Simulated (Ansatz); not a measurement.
A crystal relaxed with r2SCAN in the PAW code Ansatz has space group Fm-3m (No. 225) and a = 4.795 Å.

| atom | site | x | y | z |
| --- | --- | --- | --- | --- |
| Na | 4a | 0.0000 | 0.0000 | 0.0000 |
| Xx | 4b | 0.5000 | 0.0000 | 0.0000 |

r2SCAN gives an indirect gap of 4.40 eV, from W to L; the least direct gap is 5.26 eV at L. HSE06 gives an indirect gap of 4.85 eV, from W to L; the least direct gap is 5.81 eV at L. Meshes: r2SCAN 10×10×10, HSE06 6×6×6. r2SCAN's ε∞ is 2.9 in all directions.

Problem. Which element is Xx?
A. K
B. H
C. Cs
D. I

Solution. B. Xx is H: rocksalt NaH. Na has 6 H at 2.40 Å; H has 6 Na at 2.40 Å.

Calculated for a static, non-magnetic cell.

The meshes of the hybrids are coarse, so their gaps aren't converged to the digits shown.
